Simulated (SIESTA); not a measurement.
Crystal: Pd.

```xyz
1
Lattice="0.0000 1.9465 1.9465 1.9465 0.0000 1.9465 1.9465 1.9465 0.0000" Properties=species:S:1:pos:R:3 pbc="T T T"
Pd    0.0000    0.0000    0.0000
```

Program: SIESTA 5.4.2. Alike in all runs: task single point; no spin polarisation; cell as given; k mesh 12 × 12 × 12; smearing fermi-dirac 0.05 eV; grid cutoff 800 Ry; energy shift 0.003 Ry.

Question: Order these runs on this cell by their pressure, lowest first.
A. level LDA; potentials or basis PseudoDojo 0.4 standard (LDA files), DZP (energy shift 0.003 Ry; two zetas on semicore shells)
B. level BLYP; potentials or basis PseudoDojo 0.4 standard (PBE files), DZP (energy shift 0.003 Ry; two zetas on semicore shells)
C. level WC; potentials or basis PseudoDojo 0.4 standard (PBEsol files), DZP (energy shift 0.003 Ry; two zetas on semicore shells)
D. level PBE; potentials or basis PseudoDojo 0.4 standard (PBE files), DZP (energy shift 0.003 Ry; two zetas on semicore shells)
E. level PBEsol; potentials or basis PseudoDojo 0.4 standard (PBEsol files), DZP (energy shift 0.003 Ry; two zetas on semicore shells)

Answer: A (-7.7 GPa), E (-2.4 GPa), C (-0.8 GPa), D (7.4 GPa), B (18.9 GPa).

Caveats: the basis of atomic orbitals isn't converged, which shifts pressures, moduli and gaps; the potentials were made for another functional, which shifts forces and pressure (some runs).
